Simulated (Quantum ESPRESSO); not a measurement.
# HfN (Fm-3m) in Quantum ESPRESSO: notebook

Runs on HfN. Level: PBEsol+rVV10. Tasks: single point, equation of state.

Everything below comes from runs of Quantum ESPRESSO 7.5. Logs are shortened: lines on timing, memory, paths and dates and some standing lists are left out, and cuts for length are marked.

## 1. Starting point

It takes space group Fm-3m (No. 225, cubic). The conventional cell has a = 4.512 Å, b = 4.512 Å, c = 4.512 Å, α = 90.00°, β = 90.00°, γ = 90.00°. Around Hf (site symmetry m-3m) lie 6 N at 2.26 Å. N (site symmetry m-3m) has 6 Hf at 2.26 Å as nearest neighbours.

## 2. Single point, PBEsol+rVV10, 10.79 Å³/atom

File pw.in:

```
&CONTROL
  calculation = 'scf'
  prefix = 'pwscf'
  outdir = './tmp'
  pseudo_dir = './pseudo'
  tprnfor = .true.
  tstress = .true.
  disk_io = 'nowf'
/
&SYSTEM
  ibrav = 0
  nat = 2
  ntyp = 2
  ecutwfc = 84
  nbnd = 15
  input_dft = 'sla+pw+psx+psc+vv10'
  occupations = 'smearing'
  smearing = 'fd'
  degauss = 0.00367493
/
&ELECTRONS
  conv_thr = 4d-10
  electron_maxstep = 120
  mixing_beta = 0.5
/
ATOMIC_SPECIES
Hf   178.4900 Hf.upf
N     14.0070 N.upf
CELL_PARAMETERS angstrom
   0.0000000000    2.2099462613    2.2099462613
   2.2099462613    0.0000000000    2.2099462613
   2.2099462613    2.2099462613    0.0000000000
ATOMIC_POSITIONS crystal
Hf     0.0000000000    0.0000000000    0.0000000000
N      0.5000000000    0.5000000000    0.5000000000
K_POINTS automatic
10 10 10 0 0 0
```

Potentials or basis: PseudoDojo 0.4.1 SR PBEsol standard.

Command:

```
$ OMP_NUM_THREADS=1 pw.x -in pw.in > pw.out
```

pw.out:

```text
This program is part of the open-source Quantum ESPRESSO suite
     for quantum simulation of materials; please cite
         "P. Giannozzi et al., J. Phys.:Condens. Matter 21 395502 (2009);
         "P. Giannozzi et al., J. Phys.:Condens. Matter 29 465901 (2017);
         "P. Giannozzi et al., J. Chem. Phys. 152 154105 (2020);
     in publications or presentations arising from this work. More details at

     IMPORTANT: XC functional enforced from input :
     Exchange-correlation= SLA+PW+PSX+PSC+VV10
                           (   1   4  10   8  26   0   0)
     Any further DFT definition will be discarded
     Please, verify this is what you really want

     Message from routine setup:
     using ibrav=0 with symmetry is DISCOURAGED, use correct ibrav instead

     G-vector sticks info
     --------------------
     sticks:   dense  smooth     PW     G-vecs:    dense   smooth      PW
     Sum         805     805    253                15089    15089    2637

     Using Slab Decomposition

     bravais-lattice index     =            0
     lattice parameter (alat)  =       5.9060  a.u.
     unit-cell volume          =     145.6705 (a.u.)^3
     number of atoms/cell      =            2
     number of atomic types    =            2
     number of electrons       =        17.00
     number of Kohn-Sham states=           15
     kinetic-energy cutoff     =      84.0000  Ry
     charge density cutoff     =     336.0000  Ry
     scf convergence threshold =      4.0E-10
     mixing beta               =       0.5000
     number of iterations used =            8  plain     mixing
     Exchange-correlation= SLA+PW+PSX+PSC+VV10
                           (   1   4  10   8  26   0   0)

     celldm(1)=   5.906029  celldm(2)=   0.000000  celldm(3)=   0.000000
     celldm(4)=   0.000000  celldm(5)=   0.000000  celldm(6)=   0.000000

     crystal axes: (cart. coord. in units of alat)
               a(1) = (   0.000000   0.707107   0.707107 )
               a(2) = (   0.707107   0.000000   0.707107 )
               a(3) = (   0.707107   0.707107   0.000000 )

     reciprocal axes: (cart. coord. in units 2 pi/alat)
               b(1) = ( -0.707107  0.707107  0.707107 )
               b(2) = (  0.707107 -0.707107  0.707107 )
               b(3) = (  0.707107  0.707107 -0.707107 )

     PseudoPot. # 1 for Hf read from file:
     Hf.upf
     Pseudo is Norm-conserving + core correction, Zval = 12.0
     Generated using ONCVPSP code by D. R. Hamann
     Using radial grid of 1656 points,  8 beta functions with:
                l(1) =   0
                l(2) =   0
                l(3) =   1
                l(4) =   1
                l(5) =   2
                l(6) =   2
                l(7) =   3
                l(8) =   3

     PseudoPot. # 2 for N  read from file:
     N.upf
     Pseudo is Norm-conserving + core correction, Zval =  5.0
     Generated using ONCVPSP code by D. R. Hamann
     Using radial grid of 1058 points,  4 beta functions with:
                l(1) =   0
                l(2) =   0
                l(3) =   1
                l(4) =   1

     atomic species   valence    mass     pseudopotential
     Hf               12.00   178.49000     Hf( 1.00)
     N                 5.00    14.00700     N ( 1.00)

     48 Sym. Ops., with inversion, found

   Cartesian axes

     site n.     atom                  positions (alat units)
         1        Hf     tau(   1) = (   0.0000000   0.0000000   0.0000000  )
         2        N      tau(   2) = (   0.7071068   0.7071068   0.7071068  )

     number of k points=    47  Fermi-Dirac smearing, width (Ry)=  0.0037
                       cart. coord. in units 2pi/alat
        k(    1) = (   0.0000000   0.0000000   0.0000000), wk =   0.0020000
        k(    2) = (   0.0707107   0.0707107  -0.0707107), wk =   0.0160000
        k(    3) = (   0.1414214   0.1414214  -0.1414214), wk =   0.0160000
        k(    4) = (   0.2121320   0.2121320  -0.2121320), wk =   0.0160000
        k(    5) = (   0.2828427   0.2828427  -0.2828427), wk =   0.0160000
        k(    6) = (  -0.3535534  -0.3535534   0.3535534), wk =   0.0080000
[... 39 lines left out ...]
        k(   46) = (  -0.0707107  -0.3535534   0.6363961), wk =   0.0480000
        k(   47) = (  -0.7071068   0.2828427   0.0000000), wk =   0.0240000

     Dense  grid:    15089 G-vectors     FFT dimensions: (  36,  36,  36)

     Initial potential from superposition of free atoms

     starting charge      16.9983, renormalised to      17.0000

Carrying out rVV10 run using the following parameters:
Nqs =      20    Nr_points =    1024   r_max =   100.000
b_value =  6.30000    beta =  0.00901
     q_mesh =  0.00010000  0.00030000  0.00058939  0.00100810
               0.00161396  0.00249058  0.00375900  0.00559430
               0.00824984  0.01209221  0.01765183  0.02569619
               0.03733578  0.05417739  0.07854596  0.11380545
               0.16482331  0.23864234  0.34545298  0.50000000

Gradients computed in Reciprocal space

     Starting wfcs are   14 randomized atomic wfcs +    1 random wfcs

     Self-consistent Calculation

     iteration #  1     ecut=    84.00 Ry     beta= 0.50
     Davidson diagonalization with overlap
     ethr =  1.00E-02,  avg # of iterations =  4.4

     total energy              =    -133.43283273 Ry
     estimated scf accuracy    <       0.47194864 Ry

     iteration #  2     ecut=    84.00 Ry     beta= 0.50
     Davidson diagonalization with overlap
     ethr =  2.78E-03,  avg # of iterations =  2.0

     total energy              =    -133.57531709 Ry
     estimated scf accuracy    <       0.19881374 Ry

     iteration #  3     ecut=    84.00 Ry     beta= 0.50
     Davidson diagonalization with overlap
     ethr =  1.17E-03,  avg # of iterations =  1.4

     total energy              =    -133.61064334 Ry
     estimated scf accuracy    <       0.00265955 Ry

     iteration #  4     ecut=    84.00 Ry     beta= 0.50
     Davidson diagonalization with overlap
     ethr =  1.56E-05,  avg # of iterations =  3.4

     total energy              =    -133.61107257 Ry
     estimated scf accuracy    <       0.00175136 Ry

     iteration #  5     ecut=    84.00 Ry     beta= 0.50
     Davidson diagonalization with overlap
     ethr =  1.03E-05,  avg # of iterations =  1.0

[... 53 lines left out ...]

          k = 0.1414 0.1414-0.1414 (  1901 PWs)   bands (ev):

   -42.4732 -11.3518 -10.9210 -10.9210   2.9813  14.0473  15.0651  15.0651
    20.1184  20.6511  20.6511  24.3523  24.5925  24.5925  32.2583

          k = 0.2121 0.2121-0.2121 (  1895 PWs)   bands (ev):

   -42.4467 -11.7355 -10.9539 -10.9539   3.9292  12.3367  14.1052  14.1052
    20.9097  21.9192  21.9192  25.5669  26.6854  26.6854  33.5358

          k = 0.2828 0.2828-0.2828 (  1904 PWs)   bands (ev):

   -42.4252 -12.0262 -10.9802 -10.9802   4.8124  11.0225  13.4855  13.4855
    22.1859  23.2435  23.2435  25.5236  28.5603  28.5603  33.0813

          k =-0.3536-0.3536 0.3536 (  1892 PWs)   bands (ev):

   -42.4169 -12.1332 -10.9902 -10.9902   5.2079  10.4894  13.2731  13.2731
    23.4016  23.8830  23.8830  24.5579  29.5241  29.5241  33.0460

          k = 0.1414-0.0000 0.0000 (  1900 PWs)   bands (ev):

   -42.4918 -11.0112 -10.9223 -10.9223   2.3383  15.1377  16.3918  16.3918
    18.8421  20.3517  20.3517  22.1285  22.3683  24.2008  30.4968

          k = 0.2121 0.0707-0.0707 (  1905 PWs)   bands (ev):

   -42.4749 -11.2575 -10.9637 -10.9408   2.8585  13.8976  15.5215  15.7427
    18.8594  21.1516  21.2487  23.1226  23.2858  25.9707  32.1069

          k = 0.2828 0.1414-0.1414 (  1909 PWs)   bands (ev):

   -42.4501 -11.6103 -11.0022 -10.9734   3.6494  12.6487  14.3739  14.7933
    19.5096  22.1564  22.4103  24.7846  25.0011  27.6316  33.7424

          k = 0.3536 0.2121-0.2121 (  1898 PWs)   bands (ev):
[... 74 lines left out ...]
          k =-0.1414-0.5657 0.5657 (  1882 PWs)   bands (ev):

   -42.3986 -11.8293 -11.3641 -11.1828   3.7638  13.1575  14.2430  14.9674
    18.2670  24.5557  25.0583  26.0422  26.7148  29.5661  30.6797

          k =-0.0707-0.4950 0.4950 (  1886 PWs)   bands (ev):

   -42.3951 -11.7883 -11.5222 -11.1364   4.0919  12.6038  14.1342  14.3015
    19.8099  23.5580  24.2962  26.5829  27.9277  30.1431  31.4982

          k =-0.0000-0.4243 0.4243 (  1887 PWs)   bands (ev):

   -42.4022 -11.7744 -11.5137 -11.0640   4.3827  11.9442  13.8135  14.1994
    21.7113  22.5906  23.2190  25.5314  29.2918  30.7360  31.6017

          k = 0.5657-0.0000 0.0000 (  1884 PWs)   bands (ev):

   -42.3998 -11.8370 -11.2438 -11.2438   3.2644  13.7196  15.8934  16.0508
    16.0508  24.0298  25.4666  25.5941  25.5941  29.3966  30.7852

          k =-0.0707-0.6364 0.6364 (  1894 PWs)   bands (ev):

   -42.3916 -11.8689 -11.3262 -11.2541   3.2840  14.1663  14.9332  15.7869
    16.9177  24.8082  25.4069  25.6639  26.3831  28.8965  30.0915

          k = 0.0000-0.5657 0.5657 (  1894 PWs)   bands (ev):

   -42.3898 -11.7977 -11.4895 -11.2135   3.5914  13.8052  14.3060  15.0801
    18.1238  24.5306  25.1163  26.2867  26.7589  29.0870  31.0109

          k =-0.7071 0.0000 0.0000 (  1868 PWs)   bands (ev):

   -42.3889 -11.9111 -11.2810 -11.2810   3.1068  14.4433  15.6443  16.1464
    16.1464  24.3117  25.9296  25.9296  26.2308  28.6447  29.3764

          k = 0.2828 0.1414 0.0000 (  1907 PWs)   bands (ev):

   -42.4562 -11.4559 -11.0703 -10.9560   3.3604  12.9727  14.8720  15.3273
    18.9098  21.9189  22.6023  23.0670  24.7564  27.5861  33.7184

          k = 0.3536 0.2121-0.0707 (  1901 PWs)   bands (ev):

   -42.4331 -11.7138 -11.1579 -10.9911   3.9854  12.1833  14.0608  14.6701
    19.5936  22.7409  23.7643  24.3318  26.2898  28.8363  33.4296

          k =-0.2828-0.4243 0.5657 (  1900 PWs)   bands (ev):

   -42.4144 -11.9230 -11.2002 -11.0367   4.5021  11.5864  13.6417  14.0753
    20.6796  23.6321  23.7588  25.9409  27.7525  29.5619  31.9816

          k =-0.2121-0.3536 0.4950 (  1900 PWs)   bands (ev):

   -42.4072 -12.0020 -11.2102 -11.0588   4.7044  11.3507  13.6727  13.7012
    21.9344  22.4614  24.3207  26.7718  28.7862  29.4190  31.5864

          k = 0.4243 0.1414-0.0000 (  1902 PWs)   bands (ev):

   -42.4244 -11.6887 -11.2006 -11.0966   3.7125  12.5590  14.8958  15.0196
    18.0935  23.8402  24.0704  24.4608  25.3632  29.5270  33.2327

          k =-0.2121-0.4950 0.6364 (  1893 PWs)   bands (ev):

   -42.4074 -11.8094 -11.3056 -11.1403   3.9790  12.5672  14.1738  14.6096
    18.9829  23.9983  24.7340  25.2587  27.1428  29.8885  31.3660

          k =-0.1414-0.4243 0.5657 (  1889 PWs)   bands (ev):

   -42.3985 -11.8537 -11.3972 -11.1490   4.2136  12.3448  13.9876  14.1928
    20.2773  22.7519  24.9431  26.6734  27.7728  30.3070  31.1313

          k =-0.0707-0.3536 0.4950 (  1886 PWs)   bands (ev):

   -42.4012 -11.8259 -11.4339 -11.1052   4.3328  12.0696  13.8746  14.1592
    21.3814  22.0079  24.3624  25.9017  28.6598  30.6383  31.4558

          k = 0.0000-0.2828 0.4243 (  1887 PWs)   bands (ev):

   -42.4144 -11.7787 -11.3424 -11.0397   4.2559  11.9944  13.8241  14.4019
    20.3622  23.4880  23.5187  24.7805  28.0001  29.7440  32.1243

          k =-0.1414-0.5657 0.7071 (  1886 PWs)   bands (ev):

   -42.3987 -11.8182 -11.3046 -11.2386   3.5187  13.5404  14.8697  15.0674
    17.6825  24.5794  24.9245  25.5246  26.4929  29.5205  30.8125

          k =-0.0707-0.4950 0.6364 (  1884 PWs)   bands (ev):

   -42.3915 -11.7864 -11.4500 -11.2483   3.7025  13.6125  14.2799  14.6960
    18.7117  23.6413  25.6104  25.8288  27.1377  29.6108  31.2034

          k = 0.0000-0.4243 0.5657 (  1899 PWs)   bands (ev):

   -42.3924 -11.6495 -11.6493 -11.1904   4.0171  12.8443  14.2185  14.2908
    20.1546  22.4443  25.0994  26.2578  27.4823  30.7642  32.4409

          k =-0.7071 0.1414 0.0000 (  1888 PWs)   bands (ev):

   -42.3888 -11.8535 -11.3440 -11.3004   3.3537  14.3697  14.8151  15.0578
    17.5874  24.7027  25.0847  25.9365  26.8147  28.8160  30.3276

          k =-0.1414-0.4243 0.7071 (  1880 PWs)   bands (ev):

   -42.3958 -11.7596 -11.4610 -11.2158   3.9887  12.8864  14.1630  14.3341
    19.9218  22.6359  25.3354  25.5393  27.8364  30.5063  31.6234

          k =-0.0707-0.3536 0.6364 (  1888 PWs)   bands (ev):

   -42.3914 -11.6989 -11.5481 -11.2594   3.9946  12.9821  14.1939  14.2552
    21.0923  21.1783  25.6225  26.2892  26.9904  31.2037  32.2742

          k =-0.7071 0.2828 0.0000 (  1888 PWs)   bands (ev):

   -42.3887 -11.7004 -11.5058 -11.3315   3.7997  13.6024  14.2552  14.3314
    19.7886  22.3161  25.8839  25.9476  26.7961  30.6707  32.1282

     the Fermi energy is    19.8518 ev

!    total energy              =    -133.61104375 Ry
     estimated scf accuracy    <          2.4E-11 Ry
     smearing contrib. (-TS)   =      -0.00044558 Ry
     internal energy E=F+TS    =    -133.61059817 Ry

     The total energy is F=E-TS. E is the sum of the following terms:
     one-electron contribution =      -3.40005484 Ry
     hartree contribution      =      12.79408438 Ry
     xc contribution           =     -34.57937092 Ry
     ewald contribution        =    -108.42525678 Ry

     convergence has been achieved in  11 iterations

     Forces acting on atoms (cartesian axes, Ry/au):

     atom    1 type  1   force =    -0.00000000    0.00000000    0.00000000
     atom    2 type  2   force =     0.00000000   -0.00000000   -0.00000000

     Total force =     0.000000     Total SCF correction =     0.000000

     Computing stress (Cartesian axis) and pressure

          total   stress  (Ry/bohr**3)                   (kbar)     P=      123.01
   0.00083622   0.00000000   0.00000000          123.01        0.00        0.00
   0.00000000   0.00083622  -0.00000000            0.00      123.01       -0.00
  -0.00000000   0.00000000   0.00083622           -0.00        0.00      123.01

=------------------------------------------------------------------------------=
   JOB DONE.
=------------------------------------------------------------------------------=
```

Wall time 29 s (1 thread of Arm Neoverse V1, shared host); peak memory 0.09 GiB.

Results:

- Free energy: -1817.8709 eV
- Pressure: 12.3 GPa
- Band gap on the k mesh: none (metal or under the smearing width)

Caveat: rVV10's parameter b was fitted to another functional; pairwise dispersion overbinds metals, which lowers pressure and volume.

## 3. Single point, PBEsol+rVV10, 11.02 Å³/atom

pw.in: that of step 2 with these lines changed.

```diff
@@ -29,5 +29,5 @@
 CELL_PARAMETERS angstrom
-   0.0000000000    2.2099462613    2.2099462613
-   2.2099462613    0.0000000000    2.2099462613
-   2.2099462613    2.2099462613    0.0000000000
+   0.0000000000    2.2255097759    2.2255097759
+   2.2255097759    0.0000000000    2.2255097759
+   2.2255097759    2.2255097759    0.0000000000
 ATOMIC_POSITIONS crystal
```

Potentials or basis: PseudoDojo 0.4.1 SR PBEsol standard.

Command:

```
$ OMP_NUM_THREADS=1 pw.x -in pw.in > pw.out
```

Run time: 30 s. Hardware: 1 thread of Arm Neoverse V1, shared host; peak memory 0.09 GiB.

The run converged. Its results:

```
Free energy            : -1817.8958 eV
Pressure               : 5.2 GPa
Band gap on the k mesh : none (metal or under the smearing width)
```

Caveat: rVV10's parameter b was fitted to another functional; pairwise dispersion overbinds metals, which lowers pressure and volume.

## 4. Single point, PBEsol+rVV10, 11.25 Å³/atom

pw.in: that of step 3 with these lines changed.

```diff
@@ -29,5 +29,5 @@
 CELL_PARAMETERS angstrom
-   0.0000000000    2.2255097759    2.2255097759
-   2.2255097759    0.0000000000    2.2255097759
-   2.2255097759    2.2255097759    0.0000000000
+   0.0000000000    2.2408586042    2.2408586042
+   2.2408586042    0.0000000000    2.2408586042
+   2.2408586042    2.2408586042    0.0000000000
 ATOMIC_POSITIONS crystal
```

Command:

```
$ OMP_NUM_THREADS=1 pw.x -in pw.in > pw.out
```

Wall time 30 s (1 thread of Arm Neoverse V1, shared host); peak memory 0.09 GiB.

It converged, with:

```
Free energy            : -1817.9016 eV
Pressure               : -1.1 GPa
Band gap on the k mesh : none (metal or under the smearing width)
```

Caveat: rVV10's parameter b was fitted to another functional; pairwise dispersion overbinds metals, which lowers pressure and volume.

## 5. Single point, PBEsol+rVV10, 11.48 Å³/atom

pw.in: that of step 4 with these lines changed.

```diff
@@ -29,5 +29,5 @@
 CELL_PARAMETERS angstrom
-   0.0000000000    2.2408586042    2.2408586042
-   2.2408586042    0.0000000000    2.2408586042
-   2.2408586042    2.2408586042    0.0000000000
+   0.0000000000    2.2560000000    2.2560000000
+   2.2560000000    0.0000000000    2.2560000000
+   2.2560000000    2.2560000000    0.0000000000
 ATOMIC_POSITIONS crystal
```

Command:

```
$ OMP_NUM_THREADS=1 pw.x -in pw.in > pw.out
```

Wall time 30 s (1 thread of Arm Neoverse V1, shared host); peak memory 0.09 GiB.

It converged, with:

| Item | Value |
| --- | --- |
| Free energy | -1817.8901 eV |
| Pressure | -6.8 GPa |
| Band gap on the k mesh | none (metal or under the smearing width) |

Caveat: rVV10's parameter b was fitted to another functional; pairwise dispersion overbinds metals, which lowers pressure and volume.

## 6. Single point, PBEsol+rVV10, 11.71 Å³/atom

pw.in: that of step 5 with these lines changed.

```diff
@@ -29,5 +29,5 @@
 CELL_PARAMETERS angstrom
-   0.0000000000    2.2560000000    2.2560000000
-   2.2560000000    0.0000000000    2.2560000000
-   2.2560000000    2.2560000000    0.0000000000
+   0.0000000000    2.2709408328    2.2709408328
+   2.2709408328    0.0000000000    2.2709408328
+   2.2709408328    2.2709408328    0.0000000000
 ATOMIC_POSITIONS crystal
```

Potentials or basis: PseudoDojo 0.4.1 SR PBEsol standard.

Command:

```
$ OMP_NUM_THREADS=1 pw.x -in pw.in > pw.out
```

It took 30 s on 1 thread of Arm Neoverse V1, shared host; peak memory 0.09 GiB.

It converged, with:

- Free energy: -1817.8632 eV
- Pressure: -11.9 GPa
- Band gap on the k mesh: none (metal or under the smearing width)

Caveat: rVV10's parameter b was fitted to another functional; pairwise dispersion overbinds metals, which lowers pressure and volume.

## 7. Single point, PBEsol+rVV10, 11.94 Å³/atom

pw.in: that of step 6 with these lines changed.

```diff
@@ -29,5 +29,5 @@
 CELL_PARAMETERS angstrom
-   0.0000000000    2.2709408328    2.2709408328
-   2.2709408328    0.0000000000    2.2709408328
-   2.2709408328    2.2709408328    0.0000000000
+   0.0000000000    2.2856876150    2.2856876150
+   2.2856876150    0.0000000000    2.2856876150
+   2.2856876150    2.2856876150    0.0000000000
 ATOMIC_POSITIONS crystal
```

Command:

```
$ OMP_NUM_THREADS=1 pw.x -in pw.in > pw.out
```

It took 30 s on 1 thread of Arm Neoverse V1, shared host; peak memory 0.09 GiB.

Results (log left out):

- Free energy: -1817.8223 eV
- Pressure: -16.5 GPa
- Band gap on the k mesh: none (metal or under the smearing width)

Caveat: rVV10's parameter b was fitted to another functional; pairwise dispersion overbinds metals, which lowers pressure and volume.

## 8. Single point, PBEsol+rVV10, 12.17 Å³/atom

pw.in: that of step 7 with these lines changed.

```diff
@@ -29,5 +29,5 @@
 CELL_PARAMETERS angstrom
-   0.0000000000    2.2856876150    2.2856876150
-   2.2856876150    0.0000000000    2.2856876150
-   2.2856876150    2.2856876150    0.0000000000
+   0.0000000000    2.3002465274    2.3002465274
+   2.3002465274    0.0000000000    2.3002465274
+   2.3002465274    2.3002465274    0.0000000000
 ATOMIC_POSITIONS crystal
```

Command:

```
$ OMP_NUM_THREADS=1 pw.x -in pw.in > pw.out
```

Run time: 28 s. Hardware: 1 thread of Arm Neoverse V1, shared host; peak memory 0.09 GiB.

It converged, with:

```
Free energy            : -1817.7690 eV
Pressure               : -20.6 GPa
Band gap on the k mesh : none (metal or under the smearing width)
```

Caveat: rVV10's parameter b was fitted to another functional; pairwise dispersion overbinds metals, which lowers pressure and volume.

## 9. Equation of state, PBEsol+rVV10

Potentials or basis: PseudoDojo 0.4.1 SR PBEsol standard.

This step only gathers the single runs of the series.

Results:

* Equilibrium volume: 11.21 Å³/atom
* Bulk modulus: 299 GPa
* Pressure derivative of the bulk modulus: 4.3

Energy against volume, from the lowest point:
```
volume (Å³/atom)  energy (meV/atom)
          10.793              15.37
          11.023               2.88
          11.252               0.00
          11.482               5.74
          11.712              19.22
          11.941              39.64
          12.171              66.28
```

Caveat: rVV10's parameter b was fitted to another functional.
